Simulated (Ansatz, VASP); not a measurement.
**Ge in VASP and in Ansatz**

```xyz
1
Lattice="2.8498 0.0000 0.0000 -1.4249 2.4680 0.0000 0.0000 0.0000 2.6547" Properties=species:S:1:pos:R:3 pbc="T T T"
Ge    0.0000    0.0000    0.0000
```

Alike in both runs: functional r2SCAN; k mesh 24 × 24 × 20; occupations gaussian, width 0.1 eV; no spin polarisation.

Ansatz relaxed the structure, and its values are those at the end. VASP's run is a single point on that final structure, the one shown.

|  | VASP | Ansatz |
| --- | --- | --- |
| version | VASP 6.6.1 | Ansatz 0.2.0 |
| potentials or method | VASP PAW PBE potentials, release 64 (Ge_d) | scalar-relativistic, plane waves, PAW |
| plane-wave cutoff (eV) | 520 | 500 |
| valence electrons in the cell | 14 | 14 |

Ansatz gave:

* gap on the k mesh at the Fermi level (eV): none
* pressure (GPa): 0.0

Q: Which values does VASP return?

A: gap on the k mesh at the Fermi level (eV): none; pressure (GPa): -0.2.

A gap of «none» marks a metal or a gap that the smearing closes. With one functional, cell and mesh, what is left measures potentials, basis and numerics.

Caveats: the PAW data sets were made with another functional, which shifts forces and pressure a little (VASP).
